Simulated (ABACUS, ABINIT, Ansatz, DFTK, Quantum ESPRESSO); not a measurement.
## BAs: band gap by level of theory

```cif
data_structure
_symmetry_space_group_name_H-M 'P 1'
_symmetry_Int_Tables_number 1
_cell_length_a 3.3778
_cell_length_b 3.3778
_cell_length_c 3.3778
_cell_angle_alpha 60.000
_cell_angle_beta 60.000
_cell_angle_gamma 60.000
_cell_volume 27.25
loop_
_atom_site_label
_atom_site_type_symbol
_atom_site_fract_x
_atom_site_fract_y
_atom_site_fract_z
_atom_site_occupancy
As1 As 0.75000 0.75000 0.75000 1
B1 B 0.00000 0.00000 0.00000 1
```

```tsv
rung	level	program and potentials	cutoff (eV)	k mesh	task	spin	core time	chip	band gap (eV)	notes
GGA	revPBE	Ansatz, Ansatz PAW	420	10 × 10 × 10	band structure	off	6.3 s	Intel Xeon	1.21	potentials made for PBE, which Ansatz adapts in part; 9 valence electrons an atom on average
GGA	PBE	Ansatz, all-electron LAPW, scalar-relativistic	-	10 × 10 × 10	single point	off	10 s	Arm Neoverse V1	1.19	-
GGA	PBEsol	Quantum ESPRESSO, GBRV 1.5 PBEsol	612	10 × 10 × 10	single point	off	12 s	Arm Neoverse V2	1.08	4 valence electrons an atom on average
GGA	PBEsol	Ansatz, Ansatz PAW	420	10 × 10 × 10	band structure	SOC, no magnetisation	12 s	Intel Xeon	1.02	potentials made for PBE, which Ansatz adapts in part; 9 valence electrons an atom on average
GGA	PBE	ABINIT, SG15 NC PBE v1.2	1143	8 × 8 × 8	single point	off	16 s	Arm Neoverse V1	1.21	4 valence electrons an atom on average
GGA	PBEsol	ABACUS, PseudoDojo NC SR 0.4.1 PBEsol standard, plane waves	1143	8 × 8 × 8	single point	off	21 s	Intel Xeon Platinum 8375C Ice Lake	1.11	9 valence electrons an atom on average
GGA	AM05	ABINIT, JTH PAW PBE v2.0	408	10 × 10 × 10	band structure	off	28 s	Arm Neoverse V1	1.12	potentials made for PBE; 9 valence electrons an atom on average
GGA	PBE	Ansatz, all-electron LAPW, relativistic spinors	-	7 × 7 × 7	band structure	SOC, no magnetisation	34 s	Arm Neoverse V2	1.13	from the band path
GGA	PBEsol	ABINIT, PseudoDojo NC SR PBEsol v0.4 stringent	1306	8 × 8 × 8	single point	off	43 s	Arm Neoverse V1	1.11	13 valence electrons an atom on average
hybrid	HSE06	Ansatz, Ansatz PAW	420	4 × 4 × 4	single point	SOC, no magnetisation	49 s	Arm Neoverse V1	2.03	coarse mesh; potentials made for PBE, which Ansatz adapts in part; 9 valence electrons an atom on average
GGA	PBE	DFTK, cp2k.nc.sr.pbe.v0_1.semicore.gth (PBE, GTH)	762	10 × 10 × 10	band structure	off	65 s	Intel Xeon Platinum 8488C Sapphire Rapids	1.17	4 valence electrons an atom on average
GGA	PBE	ABINIT, PseudoDojo NC FR PBE v0.4 standard	1034	8 × 8 × 8	single point	SOC, no magnetisation	94 s	Intel Xeon 6975P-C Granite Rapids	1.14	9 valence electrons an atom on average
GGA	RPBE	ABINIT, JTH PAW PBE v2.0	408	10 × 10 × 10	band structure	SOC, no magnetisation	2.4 min	Arm Neoverse V1	1.15	potentials made for PBE; 9 valence electrons an atom on average
hybrid	r2SCAN0	Ansatz, Ansatz PAW	500	5 × 5 × 5	band structure	off	4.8 min	Intel Xeon	2.61	coarse mesh; potentials made for PBE, which Ansatz adapts in part; 9 valence electrons an atom on average
```

Times are single runs on shared hosts and different chips, so they are rough; meshes, cutoffs and the tasks' sizes weigh on the time. Gaps are the least found on the k mesh or the band path, and a mesh can miss the band edges. The cell comes from a database and isn't always the measured one. Meshes differ between rows, which moves values too. All levels ran on this one cell, unrelaxed unless noted. Meshes are those of the run's cell of 2 atoms unless a note names another. Misses use the values as printed. Runs on faulty files, with rough fits or with known faults for this quantity aren't shown.

Measured: 2.02 eV at 300 K (arxiv:1911.04914).

**Question.** Which of the timed runs without a coarse mesh or an atomic basis is the cheapest that comes within 0.3 eV of the measured band gap?

**Answer.** None of them does; the nearest misses by -0.81 eV. LDA and GGA gaps fall short mostly because these functionals lack the derivative discontinuity; the runs are for a static lattice, while measurements hold temperature and zero-point motion; rows without SOC leave out spin-orbit coupling, which moves the band edges where heavy atoms are present.
